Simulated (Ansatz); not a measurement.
## Relaxing Cd3S

These are results of Ansatz, DFT PBE, scalar-relativistic, plane waves, PAW, not measurements. Cutoff 420 eV, Γ-centred k mesh, Gaussian smearing, no spin polarisation in the final step.

The start puts Cd3S on the Cu3Au (L1_2) structure type (Pm-3m, No. 221), with S in place of Au, Cd in place of Cu, at a guessed volume.

```yaml
crystal:
  lattice:
    - [4.49005, 0.00000, 0.00000]
    - [0.00000, 4.49005, 0.00000]
    - [0.00000, 0.00000, 4.49005]
  atoms:
    - { symbol: Cd, position: [0.00000, 0.50000, 0.50000] }
    - { symbol: Cd, position: [0.50000, 0.00000, 0.50000] }
    - { symbol: Cd, position: [0.50000, 0.50000, 0.00000] }
    - { symbol: S, position: [0.00000, 0.00000, 0.00000] }
```

Cell and atoms relax at zero pressure; the relaxation can't lower the symmetry of the start.

Energies over the elements count from the elements' standard structures at the same level, with no empirical corrections.

(1) Describe the relaxed structure.

(2) What are its volume, energy, density and gap?

Answers

(1) It keeps Pm-3m (No. 221). The result has the Cu3Au (L1_2) structure. Conventional cell: a = 4.456 Å. Cd is coordinated by 4 S at 3.15 Å and 8 Cd at 3.15 Å; around S lie 12 Cd at 3.15 Å.

```cif
data_structure
_symmetry_space_group_name_H-M 'Pm-3m'
_symmetry_Int_Tables_number 221
_cell_length_a 4.4561
_cell_length_b 4.4561
_cell_length_c 4.4561
_cell_angle_alpha 90.000
_cell_angle_beta 90.000
_cell_angle_gamma 90.000
_cell_volume 88.48
loop_
_atom_site_label
_atom_site_type_symbol
_atom_site_symmetry_multiplicity
_atom_site_Wyckoff_symbol
_atom_site_fract_x
_atom_site_fract_y
_atom_site_fract_z
_atom_site_occupancy
Cd1 Cd 3 c 0.00000 0.50000 0.50000 1
S1 S 1 a 0.00000 0.00000 0.00000 1
```

(2) The volume per atom is 22.12 Å³. The density is 6.93 g/cm³ and the energy over the elements is 0.08 eV/atom. The gap on the 10×10×10 mesh is 0 eV (a metal).

The final run used a 10×10×10 mesh on its 4-atom cell and 0.10 eV smearing. The k mesh leaves about 4 meV/atom of noise in metals. Symmetry constrained the relaxation, so the result can be a saddle point.